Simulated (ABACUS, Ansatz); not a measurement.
**The equilibrium volume of ZnS, sorted by core time**

The structure is cubic, space group F-43m (No. 216). The conventional cell has a = 5.404 Å, b = 5.404 Å, c = 5.404 Å, α = 90.00°, β = 90.00°, γ = 90.00°. Zn (site symmetry -43m) is surrounded by 4 S at 2.34 Å. S (site symmetry -43m) has 4 Zn at 2.34 Å as nearest neighbours.

```csv
rung,level,program and potentials,cutoff (eV),k mesh,smearing,task,core time,chip,equilibrium volume (Å³/atom),miss,notes
GGA,PBEsol,"Ansatz, Ansatz PAW",420,9 × 9 × 9,fermi-dirac 0.05,relaxation of cell and atoms,6.9 s,Arm Neoverse V2,19.20,-2.9 %,"potentials made for PBE, which Ansatz adapts in part"
GGA + dispersion,RPBE+D4,"Ansatz, Ansatz PAW",420,9 × 9 × 9,fermi-dirac 0.05,relaxation of cell and atoms,11 s,Intel Xeon,(a),?,"potentials made for PBE, which Ansatz adapts in part"
GGA,RPBE,"Ansatz, Ansatz PAW",420,9 × 9 × 9,fermi-dirac 0.05,relaxation of cell and atoms,12 s,Arm Neoverse V1,20.93,+5.8 %,"potentials made for PBE, which Ansatz adapts in part"
GGA + dispersion,RPBE+D3(BJ),"Ansatz, Ansatz PAW",420,9 × 9 × 9,fermi-dirac 0.05,relaxation of cell and atoms,14 s,Intel Xeon,18.13,-8.3 %,"potentials made for PBE, which Ansatz adapts in part"
GGA + dispersion,PBEsol+D3(BJ),"Ansatz, Ansatz PAW",420,9 × 9 × 9,fermi-dirac 0.05,relaxation of cell and atoms,16 s,Intel Xeon,(b),?,"potentials made for PBE, which Ansatz adapts in part"
hybrid,B3LYP,"Ansatz, Ansatz PAW",420,5 × 5 × 5,fermi-dirac 0.05,equation of state,94 s,Intel Xeon Platinum 8488C Sapphire Rapids,20.76,+5.0 %,"coarse mesh; potentials made for PBE, which Ansatz adapts in part"
hybrid,HSE03,"Ansatz, Ansatz PAW",420,5 × 5 × 5,fermi-dirac 0.05,equation of state,1.9 min,Arm Neoverse V2,20.02,+1.2 %,"coarse mesh; potentials made for PBE, which Ansatz adapts in part"
hybrid,revPBE0,"Ansatz, Ansatz PAW",420,5 × 5 × 5,fermi-dirac 0.05,equation of state,2.4 min,Arm Neoverse V1,20.31,+2.7 %,"coarse mesh; potentials made for PBE, which Ansatz adapts in part"
Hartree-Fock,HF,"Ansatz, Ansatz PAW",420,5 × 5 × 5,fermi-dirac 0.05,relaxation of cell and atoms,2.7 min,Intel Xeon,21.81,+10.3 %,"coarse mesh; potentials made for PBE, which Ansatz adapts in part"
hybrid,PBE-EpsX,"Ansatz, Ansatz PAW",420,5 × 5 × 5,fermi-dirac 0.05,equation of state,3.8 min,Arm Neoverse V1,19.92,+0.7 %,"coarse mesh; potentials made for PBE, which Ansatz adapts in part; exact-exchange share 1/ε∞"
GGA,PBE,"ABACUS, GBRV ultrasoft 1.5 PBE, plane waves",544,7 × 7 × 7,fermi-dirac 0.05,equation of state,5.1 min,Intel Xeon Platinum 8488C Sapphire Rapids,20.20,+2.1 %,fit through 4 volumes
```

Times are single runs on shared hosts and different chips, so they are rough; meshes, cutoffs and the tasks' sizes weigh on the time. All rows: no spin polarisation. Smearing widths are in eV. Meshes differ between rows, which moves values too. Meshes are those of the run's cell of 2 atoms unless a note names another. Relaxations start from the cell shown or near it and stop with a little pressure left. Misses use the values as printed. Runs on faulty files, with rough fits or with known faults for this quantity aren't shown. No row holds spin-orbit coupling.

Measured: 19.78 Å³/atom at 300 K (a printed reference work). The runs are for a static lattice.

Estimate the values left out from the other rows.

(a) 19.26 Å³/atom, miss -2.6 %; (b) 18.69 Å³/atom, miss -5.5 %.
